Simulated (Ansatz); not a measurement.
**CdO (Monteponite) under changes of volume**

One of the cells (12.970 Å³/atom); the others are scaled copies at fixed shape and fractional positions:

```xyz
2
Lattice="0.0000 2.3495 2.3495 2.3495 0.0000 2.3495 2.3495 2.3495 0.0000" Properties=species:S:1:pos:R:3 pbc="T T T"
Cd    0.0000    0.0000    0.0000
O     2.3495    2.3495    2.3495
```

| Property | Result |
| --- | --- |
| Program | Ansatz 0.2.0 |
| Functional | PBE0 |
| Potentials or basis | Ansatz PAW |
| Cutoff | 420 eV (not typed: the program's choice for these potentials) |
| k mesh | 5 × 5 × 5 |
| Occupations | fermi-dirac, width 0.05 eV |
| Spin | no spin polarisation |

| volume (Å³/atom) | energy over the lowest point (meV/atom) | pressure (GPa) | gap on the mesh (eV) |
| --- | --- | --- | --- |
| 12.191 | 26.89 | 11.1 | 1.93 |
| 12.451 | ? | ? | ? |
| 12.710 | 3.35 | 3.6 | 1.80 |
| 12.970 | 0.00 | 0.5 | 1.73 |
| 13.229 | 1.49 | -2.3 | 1.66 |
| 13.488 | 7.28 | -4.8 | 1.60 |
| 13.748 | 17.14 | -7.1 | 1.54 |

Q: What does the run at 12.451 Å³/atom give?

A: Energy over the lowest point 11.85 meV/atom; pressure 7.2 GPa; gap on the mesh 1.86 eV.

Worked out: A Birch-Murnaghan fit of order 3 (a polynomial in V^(-2/3)) to the other rows has its minimum at 13.02 Å³/atom with B0 = V·E''(V) = 147 GPa and B' = 4.2. It gives 12.11 meV/atom at 12.451 Å³/atom, against the run's 11.85, and -dE/dV = 7.2 GPa, against 7.2. A straight line through the other rows of the gap, of slope -3.27 eV per unit of ln V, gives 1.86 eV, against the run's 1.86.

Energies are extrapolated to zero smearing.

Caveats: all runs use coarse meshes; odd divisions of the mesh miss points on the zone boundary, where band edges often lie, so the gap on the mesh can be too wide; the PAW data sets come from PBE, with cores solved anew for the run's functional, which leaves a small shift of forces and pressure; the thresholds are loose for stress.

A mesh can miss the band edges. Spin-orbit coupling on Cd is left out.
